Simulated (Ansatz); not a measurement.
# BaTiO₃ (Pm-3m): zone-centre phonons and dielectric response

Perturbation theory with PBEsol in Ansatz 0.2.0 on the PBEsol cell, ground state and force constants on a 6×6×6 mesh. No spin polarisation and no zero-point or thermal motion.

Space group Pm-3m (No. 221), cubic; conventional cell a = 3.970 Å, 12.51 Å³ an atom. Around Ba lie 12 O at 2.81 Å; around Ti lie 6 O at 1.98 Å; around O lie 2 Ti at 1.98 Å and 4 Ba at 2.81 Å.

```
CELL_PARAMETERS angstrom
3.96990 0.00000 0.00000
0.00000 3.96990 0.00000
0.00000 0.00000 3.96990
ATOMIC_POSITIONS crystal
Ba 0.50000 0.50000 0.50000
Ti 0.00000 0.00000 0.00000
O 0.50000 0.00000 0.00000
O 0.00000 0.50000 0.00000
O 0.00000 0.00000 0.50000
```

Optical modes without the longitudinal term (negative means imaginary):
```
ω (cm⁻¹)  degeneracy  IR intensity, summed over the level ((D/Å)²/amu)
    -192           3                                            252.78
     173           3                                              6.68
     280           3                                              0.00
     467           3                                              8.11
```

One optical level at Γ is imaginary (192i cm⁻¹, printed negative), so this structure is unstable at this level. Of the real levels 2 are infrared active, the strongest at 467 cm⁻¹.

ε∞: 6.73 in all directions. Born charges, averaged over directions: Ba +2.78, Ti +7.34, O -3.37 e.

For comparison, on the r2SCAN cell the mean ε∞ is 6.04 with r2SCAN (ground state on 6×6×6; least gap 2.17 eV), 6.67 with PBE (ground state on 6×6×6; least gap 1.82 eV).

The runs are scalar-relativistic, without spin-orbit coupling.
